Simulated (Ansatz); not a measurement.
Steps from a short run of molecular dynamics on a 2×2×2 supercell (16 atoms) of InP (zincblende), relaxed with r2SCAN; forces from PBEsol in the plane-wave code Ansatz, 2×2×2 mesh, Fermi-Dirac smearing of 0.026 eV, constant energy and volume (NVE), started at 300 K. Spin polarisation is off, nuclei are classical, and the run is far too short for thermal averages.

Cell vectors in Å:
```
0.0000 5.9076 5.9076
5.9076 0.0000 5.9076
5.9076 5.9076 0.0000
```

Question: At 44 fs the positions in Å are
```
In  -0.055   0.006   0.041
P    1.464   1.482   1.400
In   2.950   3.017   0.023
P    4.465   4.422   1.525
In   2.947   0.077   2.876
P    4.405   1.521   4.477
In   5.929   2.956   3.008
P    7.443   4.491   4.407
In   0.025   2.928   2.932
P    1.452   4.413   4.455
In   2.968   5.798   2.997
P    4.360   7.410   4.429
In   2.986   2.992   5.924
P    4.399   4.495   7.355
In   5.883   5.819   5.829
P    7.446   7.349   7.398
```
What are the forces, and how far does the free energy (smearing included) lie above that of step 0, with the atoms on their sites?

Answer: 16.1 meV an atom; forces in eV/Å:
```
In   0.098  -0.111  -0.496
P   -0.037   0.296   0.235
In   0.159  -0.092  -0.190
P   -0.057  -0.244  -0.048
In   0.172   0.068   0.423
P    0.155  -0.300  -0.412
In   0.456  -0.403  -0.258
P   -0.022  -0.247  -0.220
In  -0.464   0.149   0.089
P   -0.231  -0.056   0.117
In  -0.264   0.747  -0.105
P    0.465  -0.178  -0.047
In  -0.579  -0.227   0.250
P    0.438  -0.412   0.396
In   0.175   1.121   0.351
P   -0.463  -0.112  -0.086
```
